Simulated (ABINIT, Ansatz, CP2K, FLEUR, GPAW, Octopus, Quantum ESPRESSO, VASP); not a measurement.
ZnS: programs and potentials compared

```xyz
4
Lattice="3.8110 0.0000 0.0000 -1.9055 3.3004 0.0000 0.0000 0.0000 6.2340" Properties=species:S:1:pos:R:3 pbc="T T T"
Zn    1.9055    1.1001    3.1170
Zn    0.0000    2.2003    0.0000
S     1.9055    1.1001    5.5171
S     0.0000    2.2003    2.4001
```

Alike in all runs: task single point; functional PBE; k mesh 8 × 8 × 5; occupations fermi-dirac, width 0.05 eV; no spin polarisation; no spin-orbit coupling. Pressure is positive in compression and, in plane waves, holds the error of the finite cutoff, which Ansatz's Pulay term estimates and takes out.

```tsv
program and potentials	plane-wave cutoff (eV)	notes	pressure (GPa)	largest force (eV/Å)
Quantum ESPRESSO, SSSP 1.3 efficiency PBE	748	13 valence electrons an atom on average	2.36	0.320
Ansatz, Ansatz PAW (earlier soft set)	420	9 valence electrons an atom on average; Pulay term of +0.08 GPa included	2.33	0.320
CP2K, POTENTIAL_UZH Zn GTH-PBE-q12, S GTH-PBE-q6; TZVP-MOLOPT-PBE-GTH basis	-	atomic basis; 9 valence electrons an atom on average	2.78	-
FLEUR, all-electron, FLAPW	-	-	-	0.320
Octopus, pseudodojo_pbe (PseudoDojo 0.5, PBE)	-	13 valence electrons an atom on average	-	0.319
Ansatz, all-electron LAPW, scalar-relativistic	-	-	2.34	0.319
GPAW, GPAW PAW data sets (gpaw-data 1.2.1)	600	9 valence electrons an atom on average	2.36	0.328
ABINIT, JTH PAW PBE v2.0	599	9 valence electrons an atom on average	2.09	0.315
VASP, PBE PAW files S, Zn, 520 eV	520	9 valence electrons an atom on average	2.50	0.323
```

Force on atom 1 (Zn), eV/Å:

```tsv
program and potentials	x	y	z
Quantum ESPRESSO, SSSP 1.3 efficiency PBE	0.000	0.000	0.320
Ansatz, Ansatz PAW (earlier soft set)	0.000	0.000	0.320
FLEUR, all-electron, FLAPW	0.000	0.000	0.320
Octopus, pseudodojo_pbe (PseudoDojo 0.5, PBE)	0.000	0.000	0.319
Ansatz, all-electron LAPW, scalar-relativistic	0.000	0.000	0.319
GPAW, GPAW PAW data sets (gpaw-data 1.2.1)	0.000	0.000	0.328
ABINIT, JTH PAW PBE v2.0	0.000	0.000	0.315
VASP, PBE PAW files S, Zn, 520 eV	0.000	0.000	0.323
```

The pressure spans 2.09 (ABINIT, JTH PAW PBE v2.0) to 2.78 GPa (CP2K, POTENTIAL_UZH Zn GTH-PBE-q12, S GTH-PBE-q6; TZVP-MOLOPT-PBE-GTH basis), with all-electron results at 2.34. Rows in atomic bases carry the error of their basis and grid, which can be large.

The functional is the same throughout but for its coding, so the spread measures potentials, basis and numerics; runs on potential files found faulty are left out.
